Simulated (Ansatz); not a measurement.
The first iterations of a band of a periodic cell of 13 atoms, Zr$_{4}$HO$_{8}$ (host ZrO2, host structure Fm-3m, interstitial H), cell charge +1.

Level of theory: DFT PBE-D3(BJ), scalar-relativistic, plane waves, PAW in Ansatz 0.2.0. Settings: cutoff 420 eV, k mesh 2x2x2, gaussian smearing 0.05 eV, no spin polarisation.

```yaml
movable_images: 3
climbing_image: yes
spring: 5.0 eV/Å²
optimiser: quadratic models (default)
start_path: IDPP
force_threshold: 0.05 eV/Å
iteration_limit: 80
end_points: relaxed
```

Initial state:

```xyz
13
Lattice="5.0900 0.0000 0.0000 0.0000 5.0900 0.0000 0.0000 0.0000 5.0900" Properties=species:S:1:pos:R:3
Zr -0.192 0.163 0.135
O 1.215 1.264 1.280
O 4.223 4.272 3.362
Zr 2.402 2.450 0.093
O 3.475 3.958 0.859
O 1.228 0.995 3.803
Zr 2.359 -0.144 2.381
O 3.909 1.684 4.109
O 0.947 3.830 1.267
Zr 0.114 2.408 2.687
O 1.636 3.524 3.676
O 3.782 1.277 1.548
H 4.787 -0.254 2.797
```

Final state:

```xyz
13
Lattice="5.0900 0.0000 0.0000 0.0000 5.0900 0.0000 0.0000 0.0000 5.0900" Properties=species:S:1:pos:R:3
Zr -0.114 -0.144 -0.135
O 1.617 1.688 1.415
O 3.861 3.829 3.542
Zr 2.692 2.449 -0.096
O 3.453 3.960 0.980
O 1.312 0.997 3.826
Zr 2.731 0.166 2.401
O 3.879 1.262 3.807
O 0.865 4.276 1.731
Zr 0.195 2.410 2.711
O 1.182 3.524 4.233
O 4.144 1.280 1.284
H 5.391 -0.250 2.295
```

| iteration | highest image above the first end (eV) | largest band force component (eV/Å) |
| --- | --- | --- |
| 1 | 1.990 | 2.510 |
| 2 | 0.927 | 1.843 |
| 3 | 0.822 | 6.846 |

Does the band converge within its limit, and where does its top end?

The run converged. It ended after 10 iterations with the highest image 0.418 eV above the first end. By the program's own check the climbing image is of a kind that is not told: the force calls were inconclusive, a negative curvature could not be distinguished from the path's own, the only one lies far off the path, or fixed occupations may fill a level only in part (lowest curvatures found: -6.66 and 0.37 eV/Å²). Limits of this set-up: coarse k mesh, charged cell in a uniform background, uncorrected.

Time of the run: 3.6 min on 1 thread of Arm Neoverse V2, with other jobs on the host, peak memory 0.51 GiB.
